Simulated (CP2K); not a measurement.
The system is InAs.

```
In As
1.0
     4.06912    0.00000    0.00000
     2.03456    3.52396    0.00000
     2.03456    1.17465    3.32242
In As
1 1
Direct
  0.50000 0.50000 0.50000
  0.00000 0.00000 0.00000
```

Measurements of this composition are mostly on another form, of space group No. 216.

Base run:

* Program: CP2K 2026.2
* Functional: PBE
* Potentials or basis: POTENTIAL_UZH In GTH-PBE-q13, As GTH-PBE-q5; TZVP-MOLOPT-PBE-GTH basis
* Density cutoff: 6123 eV
* k mesh: 8 × 8 × 8
* Occupations: fermi-dirac, width 0.1 eV
* Spin: no spin polarisation

Its results: band gap on the k mesh none (metal or under the smearing width); pressure 0.4 GPa.

The run is repeated on the same cell with these changes: functional from PBE to PBEsol; eps_default from 1.0E-10 to 1.0E-9. What comes out?

Band gap on the k mesh none (metal or under the smearing width); pressure -2.0 GPa.

Caveats: spin-orbit coupling is left out, which moves the levels of the heavy elements; the basis of atomic orbitals isn't converged, which shifts pressures, moduli and gaps; the potentials were made for another functional, which shifts forces and pressure (some runs).
